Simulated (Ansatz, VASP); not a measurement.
GaP: programs and potentials compared

```
Ga P
1.0
     0.00000    2.72525    2.72525
     2.72525    0.00000    2.72525
     2.72525    2.72525    0.00000
Ga P
1 1
Cartesian
  0.0000 0.0000 0.0000
  4.0879 4.0879 4.0879
```

Alike in all runs: task single point; functional RPBE; k mesh 8 × 8 × 8; occupations gaussian, width 0.05 eV; no spin polarisation; no spin-orbit coupling. Pressure is positive in compression and, in plane waves, holds the error of the finite cutoff, which Ansatz's Pulay term estimates and takes out.

```
                         program and potentials  plane-wave cutoff (eV)                                                                                   notes  band gap (eV)  pressure (GPa)
                             Ansatz, Ansatz PAW                     420  potentials made for PBE, which Ansatz adapts in part; Pulay term of +0.04 GPa included           1.73            4.62
 Ansatz, all-electron LAPW, scalar-relativistic                       -                                                                                       -           1.74            4.58
VASP, PBE PAW files Ga_d, P, release 54, 520 eV                     520                                                                 potentials made for PBE           1.73            4.50
```

The band gap spans 1.73 (VASP, PBE PAW files Ga_d, P, release 54, 520 eV) to 1.74 eV (Ansatz, all-electron LAPW, scalar-relativistic), with all-electron results at 1.74. The pressure spans 4.50 (VASP, PBE PAW files Ga_d, P, release 54, 520 eV) to 4.62 GPa (Ansatz, Ansatz PAW), with all-electron results at 4.58. Some sets were made for another functional than the one run, which can shift their rows. The gap is indirect and read on the mesh alone.

Differences between rows come from potentials, basis sets and numerical settings, since the functional is the same but for its coding. Runs on potential files found faulty are left out.
